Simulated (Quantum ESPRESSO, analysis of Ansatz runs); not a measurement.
# A hop of O in Al2O3 (R-3c), charge +2 (Quantum ESPRESSO), part 2 of 3

How high is the barrier when O changes place in Al2O3 (R-3c)? The case: V_O hop (2.5 Å), charge +2, in a cell of 80 host atoms with 1 O taken out.

Quantum ESPRESSO 7.5; Quantum ESPRESSO plane-wave DFT, PBEsol, GBRV 1.5 PBEsol potentials; nudged elastic band between two relaxed defect structures at fixed charge in a uniform background.

So far: The starting structure; Relaxation of the start point, charge +2.

### Step 3. Relaxation of the end point, charge +2

Level of this step: Quantum ESPRESSO plane-wave DFT, PBEsol, GBRV 1.5 PBEsol potentials; relaxation of all atoms of a defect supercell at fixed charge in a uniform background (Quantum ESPRESSO).

The end point is relaxed in the same cell and settings, so that the two energies compare. Atoms more than 3.2 Å from the middle of the hop start where the first relaxation left them, the nearer ones on or close to their ideal places, with small random displacements.

pw.in

```
&CONTROL
  calculation = 'relax'
  prefix = 'pwscf'
  outdir = './tmp'
  pseudo_dir = './pseudo'
  tprnfor = .true.
  disk_io = 'low'
  nstep = 70
  forc_conv_thr = 0.0012
  etot_conv_thr = 0.0001
/
&SYSTEM
  ibrav = 0
  nat = 79
  ntyp = 2
  ecutwfc = 36
  ecutrho = 288
  nbnd = 192
  occupations = 'fixed'
  tot_charge = 2
  nosym = .true.
/
&ELECTRONS
  conv_thr = 8d-08
  electron_maxstep = 100
  mixing_beta = 0.5
/
&IONS
  ion_dynamics = 'bfgs'
/
ATOMIC_SPECIES
Al    26.9815 al_pbesol_v1.uspp.F.UPF
O     15.9990 o_pbesol_v1.2.uspp.F.UPF
CELL_PARAMETERS angstrom
   4.7750098375    2.7568532680    8.6755442391
  -4.7750098375    2.7568532680    8.6755442391
   0.0000000000   -5.5137065361    8.6755442391
ATOMIC_POSITIONS crystal
Al     0.3219425422    0.3218810923    0.3206664814
Al     0.4259733892    0.4270710318    0.4249870461
[... 13 atom lines left out ...]
O      0.4721281291    0.1255123090    0.7784718571
[... 24 atom lines left out ...]
Al     0.8241765761    0.3245478719    0.3227086622
[... 3 atom lines left out ...]
O      0.7220695708    0.0271248267    0.3747437036
O      0.9715206217    0.1252227381    0.2789891855
[... 5 atom lines left out ...]
Al     0.5731585369    0.0737408300    0.5738895478
Al     0.6753804133    0.1772030833    0.6754233777
O      0.7221565617    0.0277835221    0.8740677314
[... 2 atom lines left out ...]
O      0.8741183967    0.2226625631    0.5287562037
[... 3 atom lines left out ...]
Al     0.9263525644    0.9265657750    0.4247884696
[... 8 atom lines left out ...]
Al     0.8246724736    0.8228616016    0.8245832896
[... 8 atom lines left out ...]
O      0.6244206834    1.2787565439    0.4710949416
K_POINTS gamma
```

Run with:

```console
$ OMP_NUM_THREADS=1 mpirun -n 4 pw.x -in pw.in > pw.out
```

The log of the run:

```text
[shortened: banners, details of potentials and solvers, and blank lines are left out]
[banner, memory and clock lines left out]
     gamma-point specific algorithms are used
     one sub-group per band group will be used
     bravais-lattice index     =            0
     lattice parameter (alat)  =      19.4252  a.u.
     unit-cell volume          =    4624.1563 (a.u.)^3
     number of atoms/cell      =           79
     number of atomic types    =            2
     number of electrons       =       376.00
     number of Kohn-Sham states=          192
     kinetic-energy cutoff     =      36.0000  Ry
     charge density cutoff     =     288.0000  Ry
     scf convergence threshold =      8.0E-08
     mixing beta               =       0.5000
     number of iterations used =            8  plain     mixing
     energy convergence thresh.=      1.0E-04
     force convergence thresh. =      1.2E-03
     Exchange-correlation= SLA  PW   PSX  PSC
                           (   1   4  10   8   0   0   0)
     nstep                     =           70
     crystal axes: (cart. coord. in units of alat)
               a(1) = (   0.464522   0.268192   0.843974 )
               a(2) = (  -0.464522   0.268192   0.843974 )
               a(3) = (   0.000000  -0.536384   0.843974 )
     PseudoPot. # 1 for Al read from file:
     al_pbesol_v1.uspp.F.UPF
     Pseudo is Ultrasoft + core correction, Zval =  3.0
[...]
PseudoPot. # 2 for O  read from file:
     o_pbesol_v1.2.uspp.F.UPF
     Pseudo is Ultrasoft + core correction, Zval =  6.0
[...]
atomic species   valence    mass     pseudopotential
     Al                3.00    26.98150     Al( 1.00)
     O                 6.00    15.99900     O ( 1.00)
     No symmetry found
     site n.     atom                  positions (alat units)
         1        Al     tau(   1) = (   0.0000285   0.0006680   0.8140045  )
         2        Al     tau(   2) = (  -0.0005099   0.0008234   1.0786253  )
         3        Al     tau(   3) = (  -0.0002152   0.0014807   0.1872586  )
         4        Al     tau(   4) = (   0.0067864   0.0052536   0.4473706  )
         5        O      tau(   5) = (   0.0902603  -0.1332859   0.5280459  )
         6        O      tau(   6) = (   0.1614950   0.0102113   0.7395543  )
         7        O      tau(   7) = (  -0.1540715  -0.0059018   0.5344393  )
         8        O      tau(   8) = (   0.0748836   0.1498346   0.5274071  )
[...]
number of k points=     1
                       cart. coord. in units 2pi/alat
        k(    1) = (   0.0000000   0.0000000   0.0000000), wk =   2.0000000
     Dense  grid:   190929 G-vectors     FFT dimensions: ( 108, 108, 108)
     Smooth grid:    67502 G-vectors     FFT dimensions: (  75,  75,  75)
     starting charge     377.9246, renormalised to     376.0000
     Self-consistent Calculation
     iteration #  1     ecut=    36.00 Ry     beta= 0.50
     total energy              =   -1734.47909282 Ry
     estimated scf accuracy    <      17.86315716 Ry
     iteration #  2     ecut=    36.00 Ry     beta= 0.50
     total energy              =   -1739.14890752 Ry
     estimated scf accuracy    <       3.59746245 Ry
     iteration #  3     ecut=    36.00 Ry     beta= 0.50
     total energy              =   -1739.87843259 Ry
     estimated scf accuracy    <       0.99514966 Ry
[...]
[... 76 further cycles ...]
[...]
estimated scf accuracy    <       0.00000053 Ry
     iteration #  4     ecut=    36.00 Ry     beta= 0.50
     total energy              =   -1740.15362894 Ry
     estimated scf accuracy    <       0.00000009 Ry
     iteration #  5     ecut=    36.00 Ry     beta= 0.50
     total energy              =   -1740.15362895 Ry
     estimated scf accuracy    <          6.8E-09 Ry
     iteration #  6     ecut=    36.00 Ry     beta= 0.50
     End of self-consistent calculation
          k = 0.0000 0.0000 0.0000 (  8449 PWs)   bands (ev):
   -11.7202 -10.8400 -10.7651 -10.6815 -10.6483 -10.5694 -10.5610 -10.5534
   -10.5367 -10.4991 -10.4967 -10.4485  -9.9837  -9.8595  -9.8426  -9.7120
    -9.6886  -9.6173  -9.5617  -9.4609  -9.4476  -9.3864  -9.3697  -9.2312
    -9.1978  -9.1907  -9.1644  -9.1140  -9.1003  -9.0685  -9.0563  -9.0332
    -9.0282  -9.0158  -8.9620  -8.9455  -8.9282  -8.9095  -8.8995  -8.8806
    -8.8772  -8.8692  -8.7814  -8.7390  -8.6895  -8.6270  -8.6226   0.5035
     0.8344   0.8727   0.9295   0.9780   1.0271   1.0798   1.2116   1.2410
     1.3104   1.4743   1.5359   1.6457   1.7278   1.7981   1.8030   1.8518
[...]
highest occupied, lowest unoccupied level (ev):     7.3907   10.9779
!    total energy              =   -1740.15362895 Ry
     estimated scf accuracy    <          7.3E-10 Ry
     The total energy is the sum of the following terms:
     one-electron contribution =    -331.80580622 Ry
     hartree contribution      =     437.88374365 Ry
     xc contribution           =    -484.52704524 Ry
     ewald contribution        =   -1361.70452114 Ry
     convergence has been achieved in   6 iterations
     Forces acting on atoms (cartesian axes, Ry/au):
     atom    1 type  1   force =     0.00007704   -0.00046142   -0.00057845
     atom    2 type  1   force =     0.00010475    0.00042540    0.00023310
     atom    3 type  1   force =     0.00002513    0.00028641    0.00003010
     atom    4 type  1   force =    -0.00045709   -0.00088091   -0.00026959
     atom    5 type  2   force =     0.00025962   -0.00091783    0.00006541
     atom    6 type  2   force =    -0.00022584   -0.00043790   -0.00061564
     atom    7 type  2   force =     0.00033815   -0.00052355    0.00005919
     atom    8 type  2   force =     0.00005117   -0.00065786   -0.00023887
[...]
Total force =     0.006840     Total SCF correction =     0.000049
     Energy error            =      1.2E-04 Ry
     Gradient error          =      1.4E-03 Ry/Bohr
     number of scf cycles    =  12
     number of bfgs steps    =  11
     energy             old  =   -1740.1535126661 Ry
     energy             new  =   -1740.1536289527 Ry
     CASE: energy            _new < energy            _old
     new trust radius        =       0.0065197178 bohr
     new conv_thr            =       0.0000000009 Ry
ATOMIC_POSITIONS (crystal)
Al               0.3211540701        0.3250244441        0.3235747218
Al               0.4244898747        0.4292330673        0.4241998992
Al               0.0795002387        0.0777967167        0.0630189294
Al               0.1776870170        0.1752089176        0.1755861867
O                0.2219843126        0.0281581806        0.3744026348
O                0.4727221554        0.1255861098        0.2788569036
O                0.0270856432        0.3721640582        0.2248693548
O                0.3760457822        0.2218938134        0.0254555164
[...]
Self-consistent Calculation
     iteration #  1     ecut=    36.00 Ry     beta= 0.50
     total energy              =   -1740.15369228 Ry
     estimated scf accuracy    <       0.00003719 Ry
     iteration #  2     ecut=    36.00 Ry     beta= 0.50
     total energy              =   -1740.15369403 Ry
     estimated scf accuracy    <       0.00000399 Ry
     iteration #  3     ecut=    36.00 Ry     beta= 0.50
     total energy              =   -1740.15369465 Ry
     estimated scf accuracy    <       0.00000031 Ry
     iteration #  4     ecut=    36.00 Ry     beta= 0.50
     total energy              =   -1740.15369469 Ry
     estimated scf accuracy    <       0.00000006 Ry
     iteration #  5     ecut=    36.00 Ry     beta= 0.50
     total energy              =   -1740.15369470 Ry
     estimated scf accuracy    <          3.6E-09 Ry
     iteration #  6     ecut=    36.00 Ry     beta= 0.50
     End of self-consistent calculation
          k = 0.0000 0.0000 0.0000 (  8449 PWs)   bands (ev):
   -11.7202 -10.8391 -10.7649 -10.6821 -10.6474 -10.5702 -10.5616 -10.5532
   -10.5380 -10.4991 -10.4966 -10.4505  -9.9824  -9.8596  -9.8433  -9.7134
    -9.6886  -9.6187  -9.5618  -9.4613  -9.4478  -9.3852  -9.3701  -9.2288
    -9.2000  -9.1917  -9.1643  -9.1138  -9.1007  -9.0692  -9.0565  -9.0316
    -9.0274  -9.0158  -8.9619  -8.9463  -8.9291  -8.9085  -8.9000  -8.8806
    -8.8766  -8.8690  -8.7820  -8.7390  -8.6881  -8.6268  -8.6221   0.5031
     0.8343   0.8728   0.9293   0.9780   1.0263   1.0805   1.2118   1.2419
     1.3102   1.4742   1.5354   1.6458   1.7282   1.7974   1.8025   1.8518
[...]
highest occupied, lowest unoccupied level (ev):     7.3910   10.9787
!    total energy              =   -1740.15369470 Ry
     estimated scf accuracy    <          3.7E-10 Ry
     The total energy is the sum of the following terms:
     one-electron contribution =    -331.80466811 Ry
     hartree contribution      =     437.88294397 Ry
     xc contribution           =    -484.52779296 Ry
     ewald contribution        =   -1361.70417760 Ry
     convergence has been achieved in   6 iterations
     Forces acting on atoms (cartesian axes, Ry/au):
     atom    1 type  1   force =     0.00021989   -0.00063630   -0.00029886
     atom    2 type  1   force =    -0.00002684    0.00035743   -0.00007958
     atom    3 type  1   force =     0.00034059    0.00025481   -0.00009892
     atom    4 type  1   force =    -0.00029653   -0.00053391    0.00006469
     atom    5 type  2   force =     0.00010213   -0.00039118    0.00009599
     atom    6 type  2   force =     0.00001114   -0.00020811   -0.00029374
     atom    7 type  2   force =     0.00041275   -0.00006313    0.00021870
     atom    8 type  2   force =     0.00014669   -0.00074223   -0.00017190
[...]
Total force =     0.005074     Total SCF correction =     0.000041
     Energy error            =      6.6E-05 Ry
     Gradient error          =      1.1E-03 Ry/Bohr
     bfgs converged in  13 scf cycles and  12 bfgs steps
     (criteria: energy <  1.0E-04 Ry, force <  1.2E-03 Ry/Bohr)
     End of BFGS Geometry Optimization
     Final energy             =   -1740.1536947000 Ry
Begin final coordinates
ATOMIC_POSITIONS (crystal)
Al               0.3211540701        0.3250244441        0.3235747218
Al               0.4244898747        0.4292330673        0.4241998992
Al               0.0795002387        0.0777967167        0.0630189294
Al               0.1776870170        0.1752089176        0.1755861867
O                0.2219843126        0.0281581806        0.3744026348
O                0.4727221554        0.1255861098        0.2788569036
O                0.0270856432        0.3721640582        0.2248693548
O                0.3760457822        0.2218938134        0.0254555164
[...]
End final coordinates
```

Wall time 4.5 min (4 MPI ranks of Arm Neoverse V1, shared host); peak memory 1.2 GiB; 18 min of CPU time.

Step by step:

```tsv
step	energy less that of the first step (eV)
0	0.0000
1	-2.0618
2	-2.7394
3	-2.9395
4	-3.0679
5	-3.1167
6	-3.1622
7	-3.1808
8	-3.1910
9	-3.1965
10	-3.1996
11	-3.2012
12	-3.2021
```

The atoms that moved most (Å):

```tsv
atom	dx	dy	dz	length
Al61	0.139	0.194	-0.146	0.280
Al70	0.129	-0.194	0.150	0.277
Al53	-0.128	-0.018	0.126	0.180
Al52	-0.134	0.021	-0.114	0.177
O7	-0.064	-0.079	-0.079	0.129
O27	0.034	0.091	-0.079	0.125
O79	0.095	-0.062	-0.007	0.113
O16	0.093	0.063	0.006	0.113
```

Neighbours of O79 at the end:

```tsv
atom	distance (Å)
Al41	1.877
Al52	1.935
Al2	1.961
Al53	1.975
O16	2.413
O57	2.548
O45	2.638
O18	2.675
```

Numbers from this step:

| Item | Value |
| --- | --- |
| highest filled level | 7.391 eV |
| lowest empty level | 10.98 eV |
| r.m.s. move of the farther half of the atoms | 0.03328 Å |
| largest move from the ideal geometry of this structure, a common shift of the far atoms taken out | 0.2911 Å |

The relaxation gained 3.202 eV and ended with a largest force component of 0.029 eV/Å. The end lies within 1 meV of the start.

[end of part 2 of 3]

[Logs are printed without paths, hosts, clocks, repeated set-up lines and the standing remarks that a program may print on its own settings, such as how far it seeks lower states.]

[Hosts, paths, dates, database ids (printed as entryN), source tags and the programs' standing remarks are cut or masked in the printed files.]
